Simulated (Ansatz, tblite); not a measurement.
# BaTe with GFN2-xTB from a Python script

These are simulated results from tblite 0.8.0, not measurements. The cell was built from a prototype and was relaxed with r2SCAN in plane waves (Ansatz 0.2.0). Not every such cell is a known phase. All runs are without spin polarisation.

Space group P6_3/mmc (No. 194), hexagonal; conventional cell a = 4.895 Å, c = 8.584 Å, 44.54 Å³ an atom. Ba has 6 Te at 3.55 Å; Te has 6 Ba at 3.55 Å.

tblite solves periodic systems at the zone centre alone, so the script builds a cluster of 2×2×1 conventional cells (16 atoms), which folds in a coarse mesh of k points.

The script, run.py:

```python
import json
from ase import Atoms
from ase.build import make_supercell
from ase.units import Bohr, GPa, Hartree
from tblite.interface import Calculator

atoms = Atoms(['Ba', 'Ba', 'Te', 'Te'],
              cell=[[4.89537161, 0.0, 0.0], [-2.4476858, 4.23951617, 0.0], [0.0, 0.0, 8.5840689]],
              scaled_positions=[[0.0, 0.0, 0.0], [0.0, 0.0, 0.5], [0.333333333, 0.666666667, 0.25], [0.666666667, 0.333333333, 0.75]],
              pbc=True)
cluster = make_supercell(atoms, [[2, 0, 0], [0, 2, 0], [0, 0, 1]])
calc = Calculator('GFN2-xTB', cluster.numbers, cluster.positions / Bohr, lattice=cluster.cell[:] / Bohr, periodic=cluster.pbc)
calc.set('temperature', 0.02 / Hartree)
calc.set('max-iter', 150)
res = calc.singlepoint()
levels = res.get('orbital-energies') * Hartree
nv = round(res.get('orbital-occupations').sum() / 2)
cells = len(cluster) // len(atoms)
out = {'energy_per_cell': res.get('energy') * Hartree / cells, 'homo': levels[nv - 1], 'lumo': levels[nv],
       'stress': (-res.get('virial') * Hartree / cluster.get_volume() / GPa).tolist(), 'charges': res.get('charges')[:len(atoms)].tolist(), 'electrons': 2 * nv / cells}
json.dump(out, open('results.json', 'w'))
for key, value in out.items():
    print(key, value)
```

Command: `python run.py`. It took 1.4 s on 1 thread of Arm Neoverse V2, on a shared host, peak memory 0.091 GiB.

Output:

```
------------------------------------------------------------
  cycle        total energy    energy error   density error
------------------------------------------------------------
      1     -22.03640089993  -2.2061196E+01   5.6328922E-01
      2      47.87554387411   6.9911945E+01   2.4800734E+00
      3     -26.59004701411  -7.4465591E+01   8.7641732E-01
      4     -26.79877184550  -2.0872483E-01   2.9218128E-01
      5     -27.61178288267  -8.1301104E-01   5.7543032E-01
      6     -27.74038739293  -1.2860451E-01   5.5152646E-01
      7     -28.72067771108  -9.8029032E-01   2.1969016E-01
      8     -28.72387348813  -3.1957771E-03   1.9607037E-01
      9     -28.72379970294   7.3785192E-05   1.8530899E-01
     10     -28.72395587446  -1.5617152E-04   1.8151799E-01
     11     -28.72482345090  -8.6757644E-04   1.7747533E-01
     12     -28.72634354956  -1.5200987E-03   1.7202601E-01
     13     -28.72749084333  -1.1472938E-03   1.6785325E-01
     14     -28.73205080310  -4.5599598E-03   1.4921136E-01
     15     -28.74435275821  -1.2301955E-02   7.8580770E-02
     16     -28.74798895772  -3.6361995E-03   3.8584790E-02
     17     -28.74915883496  -1.1698772E-03   1.0071180E-02
     18     -28.74934241489  -1.8357993E-04   1.3640535E-02
     19     -28.74954308527  -2.0067038E-04   1.0117263E-02
     20     -28.74970387691  -1.6079164E-04   4.9713738E-03
     21     -28.74974044353  -3.6566617E-05   3.4241611E-03
     22     -28.74974060170  -1.5817541E-07   3.4183089E-03
     23     -28.74974654046  -5.9387580E-06   3.2135407E-03
     24     -28.74976042137  -1.3880906E-05   2.2855076E-03
     25     -28.74976096036  -5.3899307E-07   1.9666901E-03
     26     -28.74976115489  -1.9452827E-07   1.4828823E-03
     27     -28.74976070349   4.5139343E-07   1.5818633E-03
     28     -28.74976146118  -7.5768343E-07   8.9192087E-04
     29     -28.74976151417  -5.2993560E-08   8.1685441E-04
     30     -28.74976151366   5.1505111E-10   8.2116435E-04
     31     -28.74976157636  -6.2702888E-08   7.0431692E-04
     32     -28.74976161834  -4.1985274E-08   5.8273943E-04
     33     -28.74976166685  -4.8506791E-08   2.5975084E-04
     34     -28.74976167896  -1.2104273E-08   9.7695175E-05
     35     -28.74976167862   3.3864112E-10   9.4901572E-05
     36     -28.74976168000  -1.3864074E-09   5.4685653E-05
     37     -28.74976167977   2.3199931E-10   6.1626369E-05
     38     -28.74976167851   1.2614656E-09   7.5383365E-05
     39     -28.74976167978  -1.2753567E-09   4.0101934E-05
     40     -28.74976167931   4.7154103E-10   2.6404277E-05
     41     -28.74976167845   8.5956131E-10   4.5187965E-05
     42     -28.74976167974  -1.2836523E-09   3.8383092E-05
     43     -28.74976168037  -6.3155525E-10   2.1949402E-05
     44     -28.74976168037   2.5117686E-12   2.2688723E-05
     45     -28.74976168052  -1.4951951E-10   4.5228470E-06
------------------------------------------------------------

 total:                                   0.809 sec
energy_per_cell -195.58021579926935
homo -7.947071228570452
lumo -7.947064609959594
stress [[2.8850585606724666, -7.340446555583063e-05, -2.554438308186201e-07], [-7.340446555581581e-05, 2.8849755169990092, -2.669681103665324e-07], [-2.554438308255943e-07, -2.669681103756777e-07, 2.7068535622654375]]
charges [0.20121761103946328, 0.20124230426490847, -0.20124042364203354, -0.20123932126586255]
electrons 16.0
```

The cycle table is in hartree for the whole cluster, and the lines after it are in eV (the energy for one cell). The printed stress is in GPa and positive in compression, and the pressure is its mean diagonal.

GFN2-xTB gives no gap at the points read. On the same cell, plane-wave PBE (Ansatz, 6×6×4 k points and the special points) gives a gap of 1.75 eV and r2SCAN a gap of 2.12 eV; on shared hosts these took about 7.2 and 15 core-seconds on the 4-atom cell, against 1.4 for the script. Spin-orbit coupling, left out in all these runs, can cut or reorder the gap by tenths of an eV, up to about 1 eV with Pb or Bi. This method closes a gap that PBE finds, a failure in kind.

The same script was run on cells scaled at fixed shape and fractional coordinates:

```
volume (Å³/atom)  energy (meV/atom)  pressure (GPa, positive in compression)  gap (eV)
           39.19              187.2                                     6.30      0.00
           41.87               97.2                                     4.42      0.00
           44.54                0.0                                     2.83      0.00
           47.21              -38.9                                     1.81      0.00
           49.88              -61.5                                     0.95      0.04
```

The minimum lies beyond the largest of these volumes. Between some volumes the energy jumps against the pressure, likely to another self-consistent state.

xTB was fitted mostly to molecules, and a small cluster samples few k points, so gaps, pressures and kinks along a curve can be far from a solid's.

Spin-orbit coupling is left out, which matters wherever the heavy atoms make up the band edges.
